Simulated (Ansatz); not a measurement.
Relaxed bulk TaAs:

```
CELL_PARAMETERS angstrom
-1.71435 1.71435 5.79113
1.71435 -1.71435 5.79113
1.71435 1.71435 -5.79113
ATOMIC_POSITIONS crystal
Ta 0.50031 0.00031 0.50000
Ta 0.75031 0.75031 0.00000
As 0.08229 0.58229 0.50000
As 0.33229 0.33229 0.00000
```

Miller indices refer to the conventional cell of I4_1md (No. 109), a = 3.429 Å, b = 3.429 Å, c = 11.582 Å, α = 90.00°, β = 90.00°, γ = 90.00°.

The (001) slab of 8 planes, 10.6 Å thick with 15 Å of vacuum as cut; outer planes Ta (top) and As (bottom).

The calculation used Ansatz, DFT PBEsol, scalar-relativistic, plane waves, PAW. Plane waves to 420 eV, a k mesh through Γ of 10×10×1 on the computed 8-atom cell and Gaussian smearing (0.10 eV); no spin polarisation. The cell repeats along c with a dipole correction in the vacuum.

Results for the relaxed slab:

| Quantity | Value |
| --- | --- |
| Surface energy (mean of both faces) | 3.94 J/m² |
| Work function | 4.08 eV (top), 5.36 eV (bottom) |
| Dipole of the slab along +c, per cell | 0.08 e·Å |

Relaxation lowers the energy by 0.056 J/m² a face; the largest move is 0.087 Å.

```
plane (bottom to top) atoms spacing to next, bulk (Å) relaxed (Å) change (%)
                    1     As                      1.946        1.912        -1.8
                    2     Ta                      0.949        0.992        +4.4
                    3     As                      1.946        1.942        -0.2
                    4     Ta                      0.949        0.947        -0.3
                    5     As                      1.946        1.930        -0.8
                    6     Ta                      0.949        0.993        +4.6
                    7     As                      1.946        1.817        -6.6
                    8     Ta
```

Spin-orbit coupling is left out, which matters for the bands of heavy elements. Gaps are read on the k points sampled, so a band crossing between them can be missed.